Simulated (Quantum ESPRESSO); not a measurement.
**WC: zone-centre phonons under several settings**

```xyz
2
Lattice="0.0000 2.3021 2.3021 2.3021 0.0000 2.3021 2.3021 2.3021 0.0000" Properties=species:S:1:pos:R:3 pbc="T T T"
W     0.0000    0.0000    0.0000
C     3.4532    3.4532    3.4532
```

The cell was built by a generator and needn't be a form met in nature.

All runs used Quantum ESPRESSO 7.5; k mesh 8 × 8 × 8; given cell, atoms relaxed; no spin polarisation; occupations cold, width 0.2 eV.

| level | potentials | cutoff (eV) | pressure (GPa) | lowest optical mode without the field (cm⁻¹) |
| --- | --- | --- | --- | --- |
| PBE | GBRV 1.5 PBE | 762 | 18.9 | 671 |
| PBE | JTH 2.0 PBE | 707 | 18.5 | 673 |
| PBE | SPMS 1.0 PBE | 1197 | ? | ? |
| PBE | SSSP 1.3 efficiency PBE | 748 | 19.0 | 672 |
| PBE | PseudoDojo 0.4.1 SR PBE standard | 1116 | 18.2 | 665 |
| PBE | PseudoDojo 0.4 SR PBE stringent | 1116 | 18.2 | 665 |
| PBE | SG15 PBE 1.2 | 1197 | 17.3 | 669 |

Problem. What stands in the row left open?

Solution. Pressure 18.2 GPa; lowest optical mode without the field 664 cm⁻¹.

Caveats: the mesh is thin for the phonons of a metal; the cell is more than 3 GPa from zero pressure, which shifts response properties; before the sum rule the acoustic modes lie tens of cm⁻¹ from zero, a sign that the density grid also shifts the optical modes (some runs).

For the row left open. Caveat: the mesh is thin for the phonons of a metal; the cell is more than 3 GPa from zero pressure, which shifts response properties.

The runs don't all hold the same shells in valence.
